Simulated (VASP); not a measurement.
# Zn (Im-3m) in VASP: a series of runs

Runs on Zn. Level: LDA. Tasks: single point.

All numbers are computed with VASP 6.6.1; they aren't measurements. Logs are shortened: lines on timing, memory, paths and dates and some standing lists are left out, and cuts for length are marked.

## (1) The crystal as given

It takes space group Im-3m (No. 229, cubic). The conventional cell has a = 3.138 Å, b = 3.138 Å, c = 3.138 Å, α = 90.00°, β = 90.00°, γ = 90.00°. Zn (site symmetry m-3m) has 8 Zn at 2.72 Å as nearest neighbours.

This isn't the form of Zn at room conditions, which is hcp.

## (2) Single point, LDA

INCAR

```
SYSTEM = Zn
PREC = Accurate
ENCUT = 460
EDIFF = 1E-7
ISMEAR = -1
SIGMA = 0.05
LREAL = .False.
LASPH = .True.
NELM = 100
ALGO = Normal
ISIF = 2
LWAVE = .False.
LCHARG = .False.
NBANDS = 12
ADDGRID = .False.
```

KPOINTS

```
Automatic mesh
0
Gamma
  11 11 11
  0 0 0
```

POSCAR

```
Zn
1.0
   -1.5690370000      1.5690370000      1.5690370000
    1.5690370000     -1.5690370000      1.5690370000
    1.5690370000      1.5690370000     -1.5690370000
Zn
1
Direct
    0.0000000000      0.0000000000      0.0000000000
```

Potentials or basis: VASP PAW LDA potentials, release 64 (Zn).

Started as:

```console
$ cat potpaw_LDA.64/Zn/POTCAR > POTCAR
$ mpirun -np 1 vasp_std > vasp.out
```

OUTCAR:

```text
SYSTEM = Zn
   PREC = Accurate
   ENCUT = 460
   EDIFF = 1E-7
   ISMEAR = -1
   LREAL = .False.
   LASPH = .True.
   NELM = 100
   ISIF = 2

 Found     56 irreducible k-points:

 Following reciprocal coordinates:
            Coordinates               Weight
  0.000000  0.000000  0.000000      1.000000
  0.090909  0.000000  0.000000     12.000000
  0.181818  0.000000  0.000000     12.000000
  0.272727  0.000000  0.000000     12.000000
  0.363636  0.000000  0.000000     12.000000
  0.454545  0.000000  0.000000     12.000000
   k-points           NKPTS =     56   k-points in BZ     NKDIM =     56   number of bands    NBANDS=     12
   number of dos      NEDOS =    301   number of ions     NIONS =      1
   total plane-waves  NPLWV =   8000
   dimension x,y,z NGX =    20 NGY =   20 NGZ =   20
   dimension x,y,z NGXF=    40 NGYF=   40 NGZF=   40
   ions per type =               1
   NGX,Y,Z   is equivalent  to a cutoff of  12.23, 12.23, 12.23 a.u.
   NGXF,Y,Z  is equivalent  to a cutoff of  24.47, 24.47, 24.47 a.u.
 SYSTEM =  Zn
   PREC   = accura    normal or accurate (medium, high low for compatibility)
   ISTART =      0    job   : 0-new  1-cont  2-samecut
   ICHARG =      2    charge: 1-file 2-atom 10-const
   ISPIN  =      1    spin polarized calculation?
   LNONCOLLINEAR =      F non collinear calculations
   LSORBIT =      F    spin-orbit coupling
   LASPH  =      T    aspherical Exc in radial PAW
   ENCUT  =  460.0 eV  33.81 Ry    5.81 a.u.   4.75  4.75  4.75*2*pi/ulx,y,z
   NELM   =    100;   NELMIN=  2; NELMDL= -5     # of ELM steps
   EDIFF  = 0.1E-06   stopping-criterion for ELM
   LREAL  =      F    real-space projection
   EDIFFG = 0.1E-05   stopping-criterion for IOM
   NSW    =      0    number of steps for IOM
   IBRION =     -1    ionic relax: 0-MD 1-quasi-New 2-CG
   NFREE  =      0    steps in history (QN), initial steepest desc. (CG)
   ISIF   =      2    stress and relaxation
   ISYM   =      2    0-nonsym 1-usesym 2-fastsym
   POTIM  = 0.5000    time-step for ionic-motion
   TEBEG  =    0.0;   TEEND  =   0.0 temperature during run
   PSTRESS=    0.0 pullay stress
   NELECT =      12.0000    total number of electrons
   NUPDOWN=      -1.0000    fix difference up-down
   EMIN   =  10.00;   EMAX   =-10.00  energy-range for DOS
   EFERMI =   0.00;   METHOD = LEGACY
   ISMEAR =    -1;   SIGMA  =   0.05  broadening in eV -4-tet -1-fermi 0-gaus
   EFERMI_NEDOS =   21; number of points for ismear=-14 and -15
   IALGO  =     38    algorithm
   IMIX   =      4    mixing-type and parameters
     AMIX     =   0.40;   BMIX     =  1.00
     AMIX_MAG =   1.60;   BMIX_MAG =  1.00
  volume/ion in A,a.u.               =      15.45       104.27
  Fermi-wavevector in a.u.,A,eV,Ry     =   1.504811  2.843681 30.809811  2.264457
  Thomas-Fermi vector in A             =   2.615742
   LORBIT       =      0    0 simple, 1 ext, 2 COOP (PROOUT), +10 PAW based schemes
   GGA     = CA    functional components
   LHFCALC =     F    Hartree Fock is set to
   AEXX    =    0.0000 exact exchange contribution
   IVDW    =     0    specifies the selected vdW correction
   LEPSILON=     F    determine dielectric tensor
   LRPA    =     F    only Hartree local field effects (RPA)
 non-spin polarized calculation
  energy-cutoff  :      460.00
  volume of cell :       15.45
 maximum number of plane-waves:       370
   NGX =  9   NGY =  9   NGZ =  9

 number of electron      12.0000023 magnetization

 Free energy of the ion-electron system (eV)
  ---------------------------------------------------
  ext. energy  EPLUGINS =         0.00000000
  ---------------------------------------------------
  free energy    TOTEN  =        -1.73057079 eV

  energy without entropy =       -1.72869749  energy(sigma->0) =       -1.72963414

 E-fermi :   2.7623     XC(G=0): -11.8184

 val. band max:        2.7260655852   @ k =   0.4545   0.0000   0.0000
 cond. band min:       2.9420663113   @ k =  -0.4545   0.4545   0.0909
 fundamental gap:      0.2160007261
 Fermi energy:         2.7622747389

 k-point     1 :       0.0000    0.0000    0.0000
  band No.  band energies     occupation
      1      -7.4894      2.00000
      2      -4.9937      2.00000
      3      -4.9937      2.00000
      4      -4.9937      2.00000
      5      -4.4902      2.00000
      6      -4.4902      2.00000
      7      21.5704      0.00000
      8      21.5704      0.00000
      9      21.5704      0.00000
     10      23.6930      0.00000
     11      23.6930      0.00000
     12      23.6930      0.00000

 k-point     2 :       0.0909    0.0000    0.0000
  band No.  band energies     occupation
      1      -7.2302      2.00000
      2      -5.0175      2.00000
      3      -4.9872      2.00000
      4      -4.9329      2.00000
      5      -4.5118      2.00000
      6      -4.4886      2.00000
      7      18.5913      0.00000
      8      20.0357      0.00000
      9      20.6005      0.00000
     10      22.1433      0.00000
     11      22.1526      0.00000
     12      23.3964      0.00000

 k-point     3 :       0.1818    0.0000    0.0000
  band No.  band energies     occupation
      1      -6.4996      2.00000
      2      -5.0813      2.00000
      3      -4.9400      2.00000
      4      -4.7659      2.00000
      5      -4.5495      2.00000
      6      -4.4840      2.00000
      7      14.0710      0.00000
      8      17.8715      0.00000
      9      18.7852      0.00000
     10      20.5519      0.00000
     11      21.1167      0.00000
     12      24.0980      0.00000

 k-point     4 :       0.2727    0.0000    0.0000
  band No.  band energies     occupation
      1      -5.7206      2.00000
      2      -5.1643      2.00000
      3      -4.5643      2.00000
      4      -4.5372      2.00000
      5      -4.4759      2.00000
      6      -4.4492      2.00000
      7       9.8231      0.00000
      8      16.0494      0.00000
      9      17.2198      0.00000
     10      19.3724      0.00000
     11      20.3345      0.00000
     12      25.4924      0.00000

 k-point     5 :       0.3636    0.0000    0.0000
  band No.  band energies     occupation
      1      -5.5829      2.00000
      2      -5.2401      2.00000
      3      -4.5405      2.00000
      4      -4.4666      2.00000
      5      -4.3160      2.00000
      6      -2.8278      2.00000
      7       5.9986      0.00000
      8      14.7460      0.00000
      9      16.1244      0.00000
     10      18.6051      0.00000
     11      19.8336      0.00000
     12      27.4165      0.00000

 k-point     6 :       0.4545    0.0000    0.0000
  band No.  band energies     occupation
      1      -5.6128      2.00000
      2      -5.2850      2.00000
      3      -4.5212      2.00000
      4      -4.4602      2.00000
      5      -4.1788      2.00000
      6      -0.5779      2.00000
      7       2.7261      1.34705
      8      14.0639      0.00000
      9      15.5635      0.00000
     10      18.2281      0.00000
     11      19.5950      0.00000
     12      29.6635      0.00000

 [... further k-points ...]

------------------------ aborting loop because EDIFF is reached ----------------------------------------

  FORCE on cell =-STRESS in cart. coord.  units (eV):
  Direction    XX          YY          ZZ          XY          YZ          ZX
  --------------------------------------------------------------------------------------
  -------------------------------------------------------------------------------------
  Total       -0.8569744     -0.8569744     -0.8569744      0.0000000      0.0000000      0.0000000
  in kB      -88.8625756    -88.8625756    -88.8625756      0.0000000      0.0000000      0.0000000
  external PRESSURE =     -88.8625756 kB  Pullay stress =       0.0000000 kB

 VOLUME and BASIS-vectors are now :
 -----------------------------------------------------------------------------
  energy-cutoff  :      460.00
  volume of cell :       15.45
      direct lattice vectors                 reciprocal lattice vectors
    -1.569037000  1.569037000  1.569037000     0.000000000  0.318666800  0.318666800
     1.569037000 -1.569037000  1.569037000     0.318666800  0.000000000  0.318666800
     1.569037000  1.569037000 -1.569037000     0.318666800  0.318666800  0.000000000

 POSITION                                       TOTAL-FORCE (eV/Angst)
 -----------------------------------------------------------------------------------
      0.00000      0.00000      0.00000        -0.000000      0.000000     -0.000000
 -----------------------------------------------------------------------------------
    total drift:                                0.000000     -0.000000      0.000000

  FREE ENERGIE OF THE ION-ELECTRON SYSTEM (eV)
  ---------------------------------------------------
  free  energy   TOTEN  =        -1.7305707872 eV

  energy  without entropy=       -1.7286974936  energy(sigma->0) =       -1.72963414
```

Run time: 4.5 s. Hardware: 1 thread of Intel Xeon Platinum 8488C (Sapphire Rapids), shared host; peak memory 0.12 GiB.

The run converged, but some of its settings lie outside the range that counts as converged, so its numbers aren't taken as properties of the crystal.

What came out:

```
Free energy            : -1.7306 eV
Pressure               : -8.9 GPa
Band gap on the k mesh : none (metal or under the smearing width)
```

## (3) Single point, LDA

Changes to INCAR since step 2:

```diff
@@ -5,3 +5,3 @@
 ISMEAR = -1
-SIGMA = 0.05
+SIGMA = 0.02
 LREAL = .False.
```

KPOINTS is that of step 2.

POSCAR is that of step 2.

Potentials or basis: VASP PAW LDA potentials, release 64 (Zn).

Started as:

```console
$ cat potpaw_LDA.64/Zn/POTCAR > POTCAR
$ mpirun -np 1 vasp_std > vasp.out
```

OUTCAR:

```text
SYSTEM = Zn
   PREC = Accurate
   ENCUT = 460
   EDIFF = 1E-7
   ISMEAR = -1
   LREAL = .False.
   LASPH = .True.
   NELM = 100
   ISIF = 2

 Found     56 irreducible k-points:

 Following reciprocal coordinates:
            Coordinates               Weight
  0.000000  0.000000  0.000000      1.000000
  0.090909  0.000000  0.000000     12.000000
  0.181818  0.000000  0.000000     12.000000
  0.272727  0.000000  0.000000     12.000000
  0.363636  0.000000  0.000000     12.000000
  0.454545  0.000000  0.000000     12.000000
   k-points           NKPTS =     56   k-points in BZ     NKDIM =     56   number of bands    NBANDS=     12
   number of dos      NEDOS =    301   number of ions     NIONS =      1
   total plane-waves  NPLWV =   8000
   dimension x,y,z NGX =    20 NGY =   20 NGZ =   20
   dimension x,y,z NGXF=    40 NGYF=   40 NGZF=   40
   ions per type =               1
   NGX,Y,Z   is equivalent  to a cutoff of  12.23, 12.23, 12.23 a.u.
   NGXF,Y,Z  is equivalent  to a cutoff of  24.47, 24.47, 24.47 a.u.
 SYSTEM =  Zn
   PREC   = accura    normal or accurate (medium, high low for compatibility)
   ISTART =      0    job   : 0-new  1-cont  2-samecut
   ICHARG =      2    charge: 1-file 2-atom 10-const
   ISPIN  =      1    spin polarized calculation?
   LNONCOLLINEAR =      F non collinear calculations
   LSORBIT =      F    spin-orbit coupling
[... 66 lines left out ...]
      7      21.5702      0.00000
      8      21.5702      0.00000
      9      21.5702      0.00000
     10      23.6930      0.00000
     11      23.6930      0.00000
     12      23.6930      0.00000
[... 61 lines left out ...]
 k-point     6 :       0.4545    0.0000    0.0000
  band No.  band energies     occupation
      1      -5.6134      2.00000
      2      -5.2857      2.00000
      3      -4.5219      2.00000
      4      -4.4609      2.00000
      5      -4.1795      2.00000
      6      -0.5781      2.00000
      7       2.7259      1.04852
      8      14.0637      0.00000
      9      15.5634      0.00000
     10      18.2280      0.00000
     11      19.5949      0.00000
     12      29.6633      0.00000

 [... further k-points ...]

------------------------ aborting loop because EDIFF is reached ----------------------------------------

  FORCE on cell =-STRESS in cart. coord.  units (eV):
  Direction    XX          YY          ZZ          XY          YZ          ZX
  --------------------------------------------------------------------------------------
  -------------------------------------------------------------------------------------
  Total       -0.8610409     -0.8610409     -0.8610409      0.0000000     -0.0000000     -0.0000000
  in kB      -89.2842429    -89.2842429    -89.2842429      0.0000000     -0.0000000     -0.0000000
  external PRESSURE =     -89.2842429 kB  Pullay stress =       0.0000000 kB

 VOLUME and BASIS-vectors are now :
 -----------------------------------------------------------------------------
  energy-cutoff  :      460.00
  volume of cell :       15.45
      direct lattice vectors                 reciprocal lattice vectors
    -1.569037000  1.569037000  1.569037000     0.000000000  0.318666800  0.318666800
     1.569037000 -1.569037000  1.569037000     0.318666800  0.000000000  0.318666800
     1.569037000  1.569037000 -1.569037000     0.318666800  0.318666800  0.000000000

 POSITION                                       TOTAL-FORCE (eV/Angst)
 -----------------------------------------------------------------------------------
      0.00000      0.00000      0.00000         0.000000     -0.000000      0.000000
 -----------------------------------------------------------------------------------
    total drift:                                0.000000     -0.000000      0.000000

  FREE ENERGIE OF THE ION-ELECTRON SYSTEM (eV)
  ---------------------------------------------------
  free  energy   TOTEN  =        -1.7298295964 eV

  energy  without entropy=       -1.7295266969  energy(sigma->0) =       -1.72967815
```

It took 4.5 s on 1 thread of Intel Xeon Platinum 8488C (Sapphire Rapids), shared host; peak memory 0.12 GiB.

The run converged, but some of its settings lie outside the range that counts as converged, so its numbers aren't taken as properties of the crystal.

What came out:

```
Free energy            : -1.7298 eV
Pressure               : -8.9 GPa
Band gap on the k mesh : none (metal or under the smearing width)
```
